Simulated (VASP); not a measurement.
# ZrC (Fm-3m) in VASP: notebook, part 2 of 2

VASP 6.6.1. The steps go on from the part before.

## (5) Single point, PBE

The input, INCAR:

```
SYSTEM = ZrC
PREC = Accurate
ENCUT = 520
EDIFF = 1E-6
ISMEAR = -1
SIGMA = 0.03
LREAL = .FALSE.
LASPH = .TRUE.
NELM = 100
ALGO = Normal
ISIF = 2
LWAVE = .FALSE.
LCHARG = .TRUE.
GGA = PE
LELF = .TRUE.
LVHAR = .TRUE.
NBANDS = 15
```

The input, KPOINTS:

```
Automatic mesh
0
G
  7 7 7
  0 0 0
```

The input, POSCAR:

```
ZrC
1.0
    0.0000000000      2.3650000000      2.3650000000
    2.3650000000      0.0000000000      2.3650000000
    2.3650000000      2.3650000000      0.0000000000
Zr C
1 1
Direct
    0.5000000000      0.5000000000      0.5000000000
    0.0000000000      0.0000000000      0.0000000000
```

Potentials or basis: VASP PAW PBE potentials, release 64 (Zr_sv, C).

Run with:

```console
$ cat potpaw_PBE.64/Zr_sv/POTCAR potpaw_PBE.64/C/POTCAR > POTCAR
$ mpirun -np 1 vasp_std > vasp.out
```

OUTCAR:

```text
SYSTEM = ZrC
   PREC = Accurate
   ENCUT = 520
   EDIFF = 1E-6
   ISMEAR = -1
   LREAL = .FALSE.
   LASPH = .TRUE.
   NELM = 100
   ISIF = 2
   GGA = PE

 ion  position               nearest neighbor table
   1  0.500  0.500  0.500-   2 2.37   2 2.37   2 2.37   2 2.37   2 2.37   2 2.37
   2  0.000  0.000  0.000-   1 2.37   1 2.37   1 2.37   1 2.37   1 2.37   1 2.37

  LATTYP: Found a face centered cubic cell.
 ALAT       =     4.7300000000

  Lattice vectors:

 A1 = (   0.0000000000,   2.3650000000,   2.3650000000)
 A2 = (   2.3650000000,   0.0000000000,   2.3650000000)
 A3 = (   2.3650000000,   2.3650000000,   0.0000000000)

Analysis of symmetry for initial positions (statically):
=====================================================================
 Subroutine PRICEL returns:
 Original cell was already a primitive cell.

 Routine SETGRP: Setting up the symmetry group for a
 face centered cubic supercell.

 Subroutine GETGRP returns: Found 48 space group operations
 (whereof 48 operations were pure point group operations)
 out of a pool of 48 trial point group operations.

[... 171 lines left out ...]
      5      -1.8398      2.00000
      6      10.3307      0.00000
      7      10.3307      0.00000
      8      10.3307      0.00000
      9      10.4846      0.00000
     10      10.4846      0.00000
     11      10.4846      0.00000
     12      12.1558      0.00000
     13      12.1558      0.00000
     14      16.4946      0.00000
[... 329 lines left out ...]
      2     -17.0092      2.00000
      3     -16.9808      2.00000
      4     -16.7369      2.00000
      5       0.0550      2.00000
      6       6.3451      2.00000
      7       7.0672      2.00000
      8       7.3479      2.00000
      9      12.0049      0.00000
     10      13.2079      0.00000
     11      14.8544      0.00000
     12      16.4099      0.00000
     13      16.6856      0.00000
     14      22.0816      0.00000
     15      22.3205      0.00000

------------------------ aborting loop because EDIFF is reached ----------------------------------------

  FORCE on cell =-STRESS in cart. coord.  units (eV):
  Direction    XX          YY          ZZ          XY          YZ          ZX
  --------------------------------------------------------------------------------------
  -------------------------------------------------------------------------------------
  Total       -0.4510506     -0.4510506     -0.4510506     -0.0000000      0.0000000     -0.0000000
  in kB      -27.3157065    -27.3157065    -27.3157065     -0.0000000      0.0000000     -0.0000000
  external PRESSURE =     -27.3157065 kB  Pullay stress =       0.0000000 kB

 VOLUME and BASIS-vectors are now :
 -----------------------------------------------------------------------------
  energy-cutoff  :      520.00
  volume of cell :       26.46
      direct lattice vectors                 reciprocal lattice vectors
     0.000000000  2.365000000  2.365000000    -0.211416490  0.211416490  0.211416490
     2.365000000  0.000000000  2.365000000     0.211416490 -0.211416490  0.211416490
     2.365000000  2.365000000  0.000000000     0.211416490  0.211416490 -0.211416490

 POSITION                                       TOTAL-FORCE (eV/Angst)
 -----------------------------------------------------------------------------------
      2.36500      2.36500      2.36500         0.000000     -0.000000      0.000000
      0.00000      0.00000      0.00000        -0.000000      0.000000     -0.000000
 -----------------------------------------------------------------------------------
    total drift:                                0.000000      0.000000      0.000000

  FREE ENERGIE OF THE ION-ELECTRON SYSTEM (eV)
  ---------------------------------------------------
  free  energy   TOTEN  =       -19.4543661931 eV

  energy  without entropy=      -19.4525350919  energy(sigma->0) =      -19.45345064
```

OSZICAR:

```text
N       E                     dE             d eps       ncg     rms          rms(c)
DAV:   1     0.100266147955E+03    0.10027E+03   -0.86713E+03   600   0.108E+03
DAV:   2    -0.166293651694E+02   -0.11690E+03   -0.10946E+03   775   0.285E+02
DAV:   3    -0.228152871716E+02   -0.61859E+01   -0.61315E+01   963   0.557E+01
DAV:   4    -0.229505198252E+02   -0.13523E+00   -0.13514E+00   729   0.639E+00
DAV:   5    -0.229521489992E+02   -0.16292E-02   -0.16291E-02   799   0.607E-01    0.196E+01
DAV:   6    -0.196130807286E+02    0.33391E+01   -0.65974E+00   664   0.227E+01    0.682E+00
DAV:   7    -0.194723132769E+02    0.14077E+00   -0.48884E-01   698   0.591E+00    0.597E+00
DAV:   8    -0.194857289448E+02   -0.13416E-01   -0.31064E-01   726   0.460E+00    0.502E+00
DAV:   9    -0.194553280837E+02    0.30401E-01   -0.53478E-02   656   0.183E+00    0.866E-01
DAV:  10    -0.194543759449E+02    0.95214E-03   -0.46135E-03   789   0.565E-01    0.636E-02
DAV:  11    -0.194543725275E+02    0.34174E-05   -0.10854E-04   629   0.895E-02    0.594E-02
DAV:  12    -0.194543667673E+02    0.57602E-05   -0.41654E-06   818   0.169E-02    0.120E-02
DAV:  13    -0.194543661931E+02    0.57415E-06   -0.35202E-07   412   0.504E-03
   1 F= -.19454366E+02 E0= -.19453451E+02  d E =-.183110E-02
```

It took 14 s on 1 thread of Intel Xeon Platinum 8488C (Sapphire Rapids), shared host; peak memory 0.15 GiB.

What came out:

| Item | Value |
| --- | --- |
| Free energy | -19.4544 eV |
| Pressure | -2.7 GPa |
| Band gap on the k mesh | none (metal or under the smearing width) |

Levels at points of the mesh, in eV from the Fermi level:
```
           k point  band 4  band 5  band 6  band 7  band 8  band 9  band 10  band 11  band 12  band 13
(0.00, 0.00, 0.00)  -25.84  -11.18    0.99    0.99    0.99    1.14     1.14     1.14     2.82     2.82
```

## (6) Single point, LDA+U

The input, INCAR:

```
ALGO     = Fast           # electronic algorithm
EDIFF    = 1E-6           # SCF threshold, eV
ENCUT    = 520            # plane-wave cutoff, eV
ISIF     = 2              # what is computed and relaxed
ISMEAR   = -1             # smearing method
LASPH    = T              # aspherical terms in the spheres
LCHARG   = F              # write CHGCAR
LDAU     = T              # DFT+U
LDAUJ    = 0 0          
LDAUL    = 2 -1           # shell
LDAUPRINT= 1            
LDAUTYPE = 2            
LDAUU    = 1 0            # U, eV
LMAXMIX  = 4              # l up to which the mixer works
LREAL    = F              # projectors in reciprocal space
LWAVE    = F              # write WAVECAR
NBANDS   = 15             # bands
NELM     = 150            # most SCF steps
PREC     = Accurate       # precision mode
SIGMA    = 0.05           # smearing width, eV
```

The input, KPOINTS:

```
k-points
0
Gamma
  10 10 10
```

POSCAR is that of step 5.

Potentials or basis: VASP PAW LDA potentials, release 64 (Zr_sv, C).

Run with:

```console
$ cat potpaw_LDA.64/Zr_sv/POTCAR potpaw_LDA.64/C/POTCAR > POTCAR
$ mpirun -np 1 vasp_std > vasp.out
```

OUTCAR:

```text
EDIFF = 1E-6
   ENCUT = 520
   ISIF = 2
   ISMEAR = -1
   LASPH = T
   LREAL = F
   NELM = 150
   PREC = Accurate

 ion  position               nearest neighbor table
   1  0.500  0.500  0.500-   2 2.37   2 2.37   2 2.37   2 2.37   2 2.37   2 2.37
   2  0.000  0.000  0.000-   1 2.37   1 2.37   1 2.37   1 2.37   1 2.37   1 2.37

  LATTYP: Found a face centered cubic cell.
 ALAT       =     4.7300000000

  Lattice vectors:

 A1 = (   0.0000000000,   2.3650000000,   2.3650000000)
 A2 = (   2.3650000000,   0.0000000000,   2.3650000000)
 A3 = (   2.3650000000,   2.3650000000,   0.0000000000)

Analysis of symmetry for initial positions (statically):
=====================================================================
 Subroutine PRICEL returns:
 Original cell was already a primitive cell.

 Routine SETGRP: Setting up the symmetry group for a
 face centered cubic supercell.

 Subroutine GETGRP returns: Found 48 space group operations
 (whereof 48 operations were pure point group operations)
 out of a pool of 48 trial point group operations.

The static configuration has the point symmetry O_h .

Analysis of symmetry for dynamics (positions and initial velocities):
=====================================================================
 Subroutine PRICEL returns:
 Original cell was already a primitive cell.

 Routine SETGRP: Setting up the symmetry group for a
 face centered cubic supercell.

 Subroutine GETGRP returns: Found 48 space group operations
 (whereof 48 operations were pure point group operations)
 out of a pool of 48 trial point group operations.

The dynamic configuration has the point symmetry O_h .

 Subroutine INISYM returns: Found 48 space group operations
 (whereof 48 operations are pure point group operations),
 and found     1 'primitive' translations
[... 168 lines left out ...]
  o =  0.2220  v =  0.0000  0.0000  0.0000  0.0000  0.0000  0.0000  0.0000  0.0005  0.0000  1.0000      0.0000  0.0000  0.0000  0.0000  0.0000  0.0000  0.0000  0.0000  0.0000  0.0000
  o =  0.2220  v =  0.0000  0.0000  0.0005  0.0000  1.0000  0.0000  0.0000  0.0000  0.0000  0.0000      0.0000  0.0000  0.0000  0.0000  0.0000  0.0000  0.0000  0.0000  0.0000  0.0000

 number of electron      16.0000000 magnetization

 Free energy of the ion-electron system (eV)
  ---------------------------------------------------
  ext. energy  EPLUGINS =         0.00000000
  ---------------------------------------------------
  free energy    TOTEN  =       -20.55094760 eV

  energy without entropy =      -20.54834602  energy(sigma->0) =      -20.54964681

 E-fermi :   9.3484     XC(G=0): -12.2689

 val. band max:        9.2838271555   @ k =   0.1000   0.0000   0.0000
 cond. band min:       9.3572955326   @ k =   0.5000   0.5000   0.0000
 fundamental gap:      0.0734683770
 Fermi energy:         9.3484475062

 k-point     1 :       0.0000    0.0000    0.0000
  band No.  band energies     occupation
      1     -38.7510      2.00000
      2     -16.6152      2.00000
      3     -16.6152      2.00000
      4     -16.6152      2.00000
      5      -1.8032      2.00000
      6      10.2523      0.00000
      7      10.2523      0.00000
      8      10.2523      0.00000
      9      10.4787      0.00000
     10      10.4787      0.00000
     11      10.4787      0.00000
     12      12.1448      0.00000
     13      12.1448      0.00000
     14      16.4492      0.00000
[... 401 lines left out ...]
      2     -17.1925      2.00000
      3     -16.8450      2.00000
      4     -16.8203      2.00000
      5      -0.2606      2.00000
      6       6.1575      2.00000
      7       7.6900      2.00000
      8       8.7095      1.99999
      9       9.5425      0.04042
     10      13.8585      0.00000
     11      14.8170      0.00000
     12      14.9218      0.00000
     13      16.9908      0.00000
     14      20.6932      0.00000
     15      21.9213      0.00000

 [... further k-points ...]

------------------------ aborting loop because EDIFF is reached ----------------------------------------

  FORCE on cell =-STRESS in cart. coord.  units (eV):
  Direction    XX          YY          ZZ          XY          YZ          ZX
  --------------------------------------------------------------------------------------
  -------------------------------------------------------------------------------------
  Total       -1.5285643     -1.5285643     -1.5285643     -0.0000000      0.0000000     -0.0000000
  in kB      -92.5701271    -92.5701271    -92.5701271     -0.0000000      0.0000000     -0.0000000
  external PRESSURE =     -92.5701271 kB  Pullay stress =       0.0000000 kB

 VOLUME and BASIS-vectors are now :
 -----------------------------------------------------------------------------
  energy-cutoff  :      520.00
  volume of cell :       26.46
      direct lattice vectors                 reciprocal lattice vectors
     0.000000000  2.365000000  2.365000000    -0.211416490  0.211416490  0.211416490
     2.365000000  0.000000000  2.365000000     0.211416490 -0.211416490  0.211416490
     2.365000000  2.365000000  0.000000000     0.211416490  0.211416490 -0.211416490

 POSITION                                       TOTAL-FORCE (eV/Angst)
 -----------------------------------------------------------------------------------
      2.36500      2.36500      2.36500        -0.000000      0.000000     -0.000000
      0.00000      0.00000      0.00000         0.000000     -0.000000      0.000000
 -----------------------------------------------------------------------------------
    total drift:                                0.000000      0.000000      0.000000

  FREE ENERGIE OF THE ION-ELECTRON SYSTEM (eV)
  ---------------------------------------------------
  free  energy   TOTEN  =       -20.5509476039 eV

  energy  without entropy=      -20.5483460250  energy(sigma->0) =      -20.54964681
```

stdout:

```text
POSCAR found type information on POSCAR ZrC
 POSCAR found :  2 types and       2 ions
 scaLAPACK will be used
 LDA part: xc-table for (Slater(with rela. corr.)+CA(PZ))
 , standard interpolation
 POSCAR, INCAR and KPOINTS ok, starting setup
 FFT: planning ... GRIDC
 FFT: planning ... GRID_SOFT
 FFT: planning ... GRID
 WAVECAR not read
 entering main loop
WARNING in EDDRMM: call to ZHEGV failed, returncode =   8  4      6
```

It took 22 s on 1 thread of Intel Xeon Platinum 8488C (Sapphire Rapids), shared host; peak memory 0.14 GiB.

What came out:

* Free energy: -20.5509 eV
* Pressure: -9.3 GPa
* Band gap on the k mesh: none (metal or under the smearing width)

Eigenvalues of the final occupation matrices:
```tsv
site	spin	trace	eigenvalues
site 1 d	1	0.81	0.12 0.12 0.12 0.22 0.22
site 1 d	2	0.81	0.12 0.12 0.12 0.22 0.22
```

Caveat: U without spin polarisation on a metal has little footing; the U is typed as a test and isn't derived for this compound.

## (7) Summary

| level | potentials or basis | U | cell | k mesh | smearing | mesh quality | gap on the mesh (eV) | pressure (GPa) |
| --- | --- | --- | --- | --- | --- | --- | --- | --- |
| PBE | VASP PAW PBE potentials, release 64 (Zr_sv, C) | - | as given | 10 × 10 × 10 | fermi-dirac 0.05 eV | not flagged | none | -2.7 |
| PBE | VASP PAW PBE potentials, release 64 (Zr_sv, C) | - | volume scaled by 1.06 | 10 × 10 × 10 | fermi-dirac 0.05 eV | not flagged | none | -13.6 |
| PBE | VASP PAW PBE potentials, release 64 (Zr_sv, C) | - | as given | 5 × 5 × 5 | fermi-dirac 0.03 eV | coarse | none | -2.7 |
| PBE | VASP PAW PBE potentials, release 64 (Zr_sv, C) | - | as given | 7 × 7 × 7 | fermi-dirac 0.03 eV | not flagged | none | -2.7 |
| LDA+U | VASP PAW LDA potentials, release 64 (Zr_sv, C) | Zr d U = 1.0 eV | as given | 10 × 10 × 10 | fermi-dirac 0.05 eV | not flagged | none | -9.3 |

Alike in all rows: task single point; no spin polarisation; cutoff (eV) 520.

Caveats: some runs use coarse meshes; U without spin polarisation on a metal has little footing (some runs); the U is typed as a test and isn't derived for this compound (some runs).

Total energies depend on the potentials used, so only differences within one code and one set of settings carry meaning.
